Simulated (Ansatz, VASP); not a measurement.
**WS2: VASP beside Ansatz**

```xyz
3
Lattice="3.1835 0.0000 0.0000 -1.5918 2.7570 0.0000 0.0000 0.0000 16.9506" Properties=species:S:1:pos:R:3 pbc="T T T"
W     0.0000    1.8380    0.0000
S     1.5918    0.9190   15.3911
S     1.5918    0.9190    1.5595
```

Alike in both runs: task single point; functional PBEsol; k mesh 12 × 12 × 2; occupations gaussian, width 0.05 eV; no spin polarisation.

|  | VASP | Ansatz |
| --- | --- | --- |
| version | VASP 6.6.1 | Ansatz 0.2.0 |
| potentials or method | VASP PAW PBE potentials, release 64 (W_sv, S) | scalar-relativistic, plane waves, PAW |
| plane-wave cutoff (eV) | 520 | 420 |
| valence electrons in the cell | 26 | 26 |

Ansatz gave:

```
gap on the k mesh at the Fermi level (eV) : 1.77
least direct gap on the mesh (eV)         : 1.78
rms of the force components (eV/Å)        : 0.059
```

Which values does VASP return?

gap on the k mesh at the Fermi level (eV): 1.79; least direct gap on the mesh (eV): 1.79; rms of the force components (eV/Å): 0.049.

Atom by atom the forces differ by 0.010 eV/Å (rms over components).

Caveats: the PAW data sets were made with another functional, which shifts forces and pressure a little (VASP); spin-orbit coupling is left out, which moves the levels of the heavy elements. PBEsol gaps usually lie below the measured ones, often by a third to a half.
